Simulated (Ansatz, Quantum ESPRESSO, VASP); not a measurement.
## La2O3: 4 runs at one level of theory

```xyz
5
Lattice="3.9308 0.0000 0.0000 -1.9654 3.4042 0.0000 0.0000 0.0000 6.1120" Properties=species:S:1:pos:R:3 pbc="T T T"
La    0.0000    2.2694    1.5050
La    1.9654    1.1347    4.6070
O     0.0000    0.0000    0.0000
O     0.0000    2.2694    3.9477
O     1.9654    1.1347    2.1643
```

The cell is a database's computed one, not the measured one.

Alike in all runs: task single point; functional PBE; k mesh 8 × 8 × 5; occupations fermi-dirac, width 0.05 eV; no spin polarisation; no spin-orbit coupling. Pressure is positive in compression and, in plane waves, holds the error of the finite cutoff, which Ansatz's Pulay term estimates and takes out.

```tsv
program and potentials	plane-wave cutoff (eV)	notes	pressure (GPa)
Ansatz, Ansatz PAW (earlier soft set)	420	Pulay term of +0.26 GPa included	1.91
Quantum ESPRESSO, SSSP 1.3 efficiency PBE	748	-	2.36
VASP, PBE PAW files La, O, 520 eV	520	-	1.60
Ansatz, all-electron LAPW, scalar-relativistic	-	-	1.91
```

The pressure spans 1.60 (VASP, PBE PAW files La, O, 520 eV) to 2.36 GPa (Quantum ESPRESSO, SSSP 1.3 efficiency PBE), with all-electron results at 1.91.

Differences between rows come from potentials, basis sets and numerical settings, since the functional is the same but for its coding. Runs on potential files found faulty are left out.

All four runs find the cell compressed, so its volume lies below the PBE equilibrium whichever potentials are used. In a stiff, largely ionic oxide, pressures of this size correspond to only a small volume strain. The database cell was probably relaxed with another functional or with different numerical settings.

The deviations from the all-electron value of 1.91 GPa have opposite signs, which helps to separate their causes. An incomplete plane-wave basis favours contraction and so lowers the computed pressure. This could account for at least part of the low VASP result, but not for the high Quantum ESPRESSO one. The latter more likely reflects the potentials, perhaps their description of the La 5s and 5p semicore shells, whose repulsion against the oxide ions helps to set the equilibrium volume. The Ansatz PAW run matches the all-electron pressure only with its Pulay term, and agreement at one volume doesn't establish an equally good equation of state. Nor does the mean pressure show how the strain divides between the a and c axes.
